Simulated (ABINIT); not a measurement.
# BN (Qingsongite): G0W0 with ABINIT, start to end

Wanted: ground state, empty states, screening and self-energy for BN (Qingsongite).

Method: LDA and many-body steps on it, plane waves, in ABINIT 10.8.3.

### 1. The structure

The structure is cubic, space group F-43m (No. 216). The conventional cell has a = 3.615 Å, b = 3.615 Å, c = 3.615 Å, α = 90.00°, β = 90.00°, γ = 90.00°. Nearest to B lie 4 N at 1.57 Å. N has 4 B at 1.57 Å nearest. Farther neighbours and most contacts between anions are not listed.

The cell and positions come from the Crystallography Open Database and are kept as given unless a step says otherwise.

### 2. Ground state

This step: ABINIT 10.8.3; DFT, LDA, plane waves, norm-conserving pseudopotentials.

The ground-state density comes first.

Input file run.abi:

```
acell 3*1.0 Angstrom
rprim 
  -0.000000000000 1.807500000000 1.807500000000
  1.807500000000 0.000000000000 1.807500000000
  1.807500000000 1.807500000000 -0.000000000000
ntypat 2
znucl 5 7
natom 2
typat 1 2
xred 
  0.000000000000 0.000000000000 0.000000000000
  0.250000000000 0.250000000000 0.250000000000
pp_dirpath "pseudos"
pseudos "B.upf, N.upf"
ecut 36
ngkpt 10 10 10
nshiftk 1
shiftk 0 0 0
kptopt 1
chksymbreak 0
nband 9
occopt 1
tolvrs 1e-10
nstep 60
prtwf 0
optforces 0
optstress 0
indata_prefix "in"
outdata_prefix "out"
tmpdata_prefix "tmp"
```

The run is started by

```sh
$ OMP_NUM_THREADS=1 mpirun -n 4 abinit run.abi > log
```

Numbers of over 12 decimals in the logs are rounded to 6 here.

The log of the run:

```text
.Version 10.8.3 of ABINIT. v10.8.2 released Aug 2026.

 Symmetries : space group F-4 3 m (#216); Bravais cF (face-center cubic)
================================================================================
 Values of the parameters that define the memory need of the present run
     intxc =       0    ionmov =       0      iscf =       7    lmnmax =       4
     lnmax =       4     mgfft =      30  mpssoang =       2    mqgrid =    3001
     natom =       2  nloc_mem =       1    nspden =       1   nspinor =       1
    nsppol =       1      nsym =      24    n1xccc =    2501    ntypat =       2
    occopt =       1   xclevel =       1
-    mband =           9        mffmem =           1         mkmem =          12
       mpw =         845          nfft =       27000          nkpt =          47
================================================================================
  Rough estimation (10% accuracy) of disk space for files :
================================================================================

--------------------------------------------------------------------------------
------------- Echo of variables that govern the present computation ------------
--------------------------------------------------------------------------------
 -outvars: echo values of preprocessed input variables --------
            acell      1.8897261259E+00  1.8897261259E+00  1.8897261259E+00 Bohr

      chksymbreak           0
             ecut      3.60000000E+01 Hartree
-          fftalg         312

              ixc       -1012
              kpt      0.00000000E+00  0.00000000E+00  0.00000000E+00
                       1.00000000E-01  0.00000000E+00  0.00000000E+00
                       2.00000000E-01  0.00000000E+00  0.00000000E+00
                       3.00000000E-01  0.00000000E+00  0.00000000E+00
                       4.00000000E-01  0.00000000E+00  0.00000000E+00
                       5.00000000E-01  0.00000000E+00  0.00000000E+00
                       1.00000000E-01  1.00000000E-01  0.00000000E+00
                       2.00000000E-01  1.00000000E-01  0.00000000E+00
                       3.00000000E-01  1.00000000E-01  0.00000000E+00
   [... 36 further rows ...]
                      -3.00000000E-01  4.00000000E-01  2.00000000E-01
                      -3.00000000E-01  5.00000000E-01  2.00000000E-01
         kptrlatt       10    0    0      0   10    0      0    0   10
          kptrlen      4.83050094E+01
P           mkmem          12
            natom           2
            nband           9
            ngfft          30      30      30
             nkpt          47
            nstep          60
             nsym          24
           ntypat           2
              occ      2.000000  2.000000  2.000000  2.000000  0.000000  0.000000
[...]
optforces           0
        optstress           0
            prtwf           0
            rprim     -0.0000000000E+00  1.8075000000E+00  1.8075000000E+00
[...]
spgroup         216

           tolvrs      1.00000000E-10

             xred      0.0000000000E+00  0.0000000000E+00  0.0000000000E+00
[...]
znucl        5.00000    7.00000

================================================================================

 chkinp: Checking input parameters for consistency.

================================================================================
== DATASET  1 ==================================================================
-   mpi_nproc: 4, omp_nthreads: 1 (-1 if OMP is not activated)

--- !DatasetInfo
iteration_state: {dtset: 1, }
dimensions: {natom: 2, nkpt: 47, mband: 9, nsppol: 1, nspinor: 1, nspden: 1, mpw: 845, }
cutoff_energies: {ecut:  36.0, pawecutdg:  -1.0, }
electrons: {nelect:   8.00000000E+00, charge:   0.00000000E+00, occopt:   1.00000000E+00, tsmear:   1.00000000E-02, }

 Real(R)+Recip(G) space primitive vectors, cartesian coordinates (Bohr,Bohr^-1):
 R(1)=  0.0000000  3.4156800  3.4156800  G(1)= -0.1463837  0.1463837  0.1463837
 R(2)=  3.4156800  0.0000000  3.4156800  G(2)=  0.1463837 -0.1463837  0.1463837
 R(3)=  3.4156800  3.4156800  0.0000000  G(3)=  0.1463837  0.1463837 -0.1463837
 Unit cell volume ucvol=  7.9700586E+01 bohr^3
 Angles (23,13,12)=  6.00000000E+01  6.00000000E+01  6.00000000E+01 degrees

 getcut: wavevector=  0.0000  0.0000  0.0000  ngfft=  30  30  30
         ecut(hartree)=     36.000   => boxcut(ratio)=   2.30194

 getcut : COMMENT -
  Note that boxcut > 2.2 ; recall that boxcut=Gcut(box)/Gcut(sphere) = 2
  is sufficient for exact treatment of convolution.
  Such a large boxcut is a waste : you could raise ecut
  e.g. ecut=   47.690509 Hartrees makes boxcut=2

--- Pseudopotential description ------------------------------------------------
- B Generated using ONCVPSP code by D. R. Hamann
-  5.00000   3.00000  180309                  znucl, zion, pspdat
12 -1012 1 -1 1498                            pspcod,pspxc,lmax,lloc,mmax
     nproj     2     2
  pspatm : epsatm=    3.19369156
         --- l  ekb(1:nproj) -->
[...]
pspatm: atomic psp has been read  and splines computed

- N Generated using ONCVPSP code by D. R. Hamann
-  7.00000   5.00000  180309                  znucl, zion, pspdat
12 -1012 1 -1 1058                            pspcod,pspxc,lmax,lloc,mmax
     nproj     2     2
  pspatm : epsatm=    5.30777321
         --- l  ekb(1:nproj) -->
[...]
1   -4.361519   -1.032581
 pspatm: atomic psp has been read  and splines computed

   6.80117181E+01                                ecore*ucvol(ha*bohr**3)
--------------------------------------------------------------------------------

_setup2: Arith. and geom. avg. npw (full set) are     822.053     822.026

================================================================================

--- !BeginCycle
iteration_state: {dtset: 1, }
solver: {iscf: 7, nstep: 60, nline: 4, wfoptalg: 0, }
tolerances: {tolvrs: 1.00E-10, }

     iter   Etot(hartree)      deltaE(h)  residm     vres2
 ETOT  1  -13.373554539444    -1.337E+01 1.869E-01 1.738E+02
 ETOT  2  -13.391633272754    -1.808E-02 9.444E-03 1.256E+02
 ETOT  3  -13.425109141040    -3.348E-02 4.998E-03 7.355E-01
 ETOT  4  -13.425279588231    -1.704E-04 5.349E-03 1.834E-03
 ETOT  5  -13.425279820482    -2.323E-07 8.607E-04 3.082E-05
 ETOT  6  -13.425279826115    -5.633E-09 7.308E-04 1.019E-06
 ETOT  7  -13.425279826320    -2.047E-10 5.727E-04 1.030E-09
 ETOT  8  -13.425279826320    -1.599E-13 6.420E-04 5.655E-12

 At SCF step    8       vres2   =  5.66E-12 < tolvrs=  1.00E-10 =>converged.

--- !ResultsGS
iteration_state: {dtset: 1, }
comment   : Summary of ground state results
lattice_vectors:
- [ -0.0000000,   3.4156800,   3.4156800, ]
- [  3.4156800,   0.0000000,   3.4156800, ]
- [  3.4156800,   3.4156800,  -0.0000000, ]
lattice_lengths: [   4.83050,    4.83050,    4.83050, ]
lattice_angles: [ 60.000,  60.000,  60.000, ] # degrees, (23, 13, 12)
lattice_volume:   7.9700586E+01
convergence: {deltae: -1.599E-13, res2:  5.655E-12, residm:  6.420E-04, diffor:  0.000E+00, }
etotal    :  -1.34252798E+01
entropy   :   0.00000000E+00
fermie    :   2.94210603E-01
cartesian_stress_tensor: null
pressure_GPa: null
xred      :
- [  0.0000E+00,   0.0000E+00,   0.0000E+00,  B]
- [  2.5000E-01,   2.5000E-01,   2.5000E-01,  N]
cartesian_forces: null
force_length_stats: {min: null, max: null, mean: null, }

 Integrated electronic density in atomic spheres:
 ------------------------------------------------
 Atom  Sphere_radius  Integrated_density
    1        2.00000          3.31747834
    2        2.00000          5.72805975
================================================================================

 ----iterations are completed or convergence reached----

 Mean square residual over all n,k,spin=   26.307E-07; max=  64.199E-05
 reduced coordinates (array xred) for    2 atoms
       0.000000000000      0.000000000000      0.000000000000
       0.250000000000      0.250000000000      0.250000000000
 rms dE/dt=  0.0000E+00; max dE/dt=  0.0000E+00; dE/dt below (all hartree)
    1       0.000000000000      0.000000000000      0.000000000000
    2       0.000000000000      0.000000000000      0.000000000000

 cartesian coordinates (angstrom) at end:
    1      0.000000     0.000000     0.000000
    2      0.903750     0.903750     0.903750
 length scales=  1.889726125908  1.889726125908  1.889726125908 bohr
              =  1.000000000000  1.000000000000  1.000000000000 angstroms
 prteigrs : about to open file out_EIG
 Fermi (or HOMO) energy (hartree) =   0.29421   Average Vxc (hartree)=  -0.48548
 Eigenvalues (hartree) for nkpt=  47  k points:
 kpt#   1, nband=  9, wtk=  0.00100, kpt=  0.0000  0.0000  0.0000 (reduced coord)
  -0.44300    0.29421    0.29421    0.29421    0.61568    0.61568    0.61568    0.67793
   1.19366
 prteigrs : prtvol=0 or 1, do not print more k-points.

--- !EnergyTerms
iteration_state     : {dtset: 1, }
comment             : Components of total free energy in Hartree
kinetic             :  9.44478844231263E+00
hartree             :  1.77271654246147E+00
xc                  : -4.35042966599806E+00
Ewald energy        : -1.31703929426445E+01
psp_core            :  8.53340249781675E-01
local_psp           : -6.80784439827319E+00
non_local_psp       : -1.16745805396034E+00
total_energy        : -1.34252798263203E+01
total_energy_eV     : -3.65320474814379E+02
band_energy         :  5.51228754875518E-02

== END DATASET(S) ==============================================================
================================================================================

 -outvars: echo values of variables after computation  --------
           etotal     -1.3425279826E+01
            nband           9
             nkpt          47
          spgroup         216
 [... the other variables as echoed above ...]

 Calculation completed.
```

Wall time 4.9 s (4 MPI ranks of Arm Neoverse V1, shared host); peak memory 0.25 GiB; 19 s of CPU time.

This step gave:

```
total energy               : -365.3205 eV
gap                        : 4.420 eV
k of the valence top       : 0, 0, 0
k of the conduction bottom : 0.5, 0.5, 0
least direct gap           : 8.748 eV
```

The gap is indirect, with the least direct gap 4.33 eV higher.

(Continued in part 2 of 3.)

[Paths, hosts, dates, memory and timing lines, banners, echoed tables and standing remarks are left out of the program output.]

[Logs are printed without paths, hosts, clocks, repeated set-up lines and the standing remarks that a program may print on its own settings, such as how far it seeks lower states.]

[Runs of the session that timed out or met a known fault of the program may be left out.]

[Hosts, paths, dates, database ids (printed as entryN), source tags and the programs' standing remarks are cut or masked in the printed files.]

[G0W0 gaps are taken among the corrected bands and points alone; a level outside them can change the order at an edge.]

[Where Ansatz stands beside ABINIT at settings called matched, ABINIT's density can come from a denser mesh and the files from another edition; pairs whose starting gaps differed by over 0.03 eV were left out, so agreement reads better than it is.]
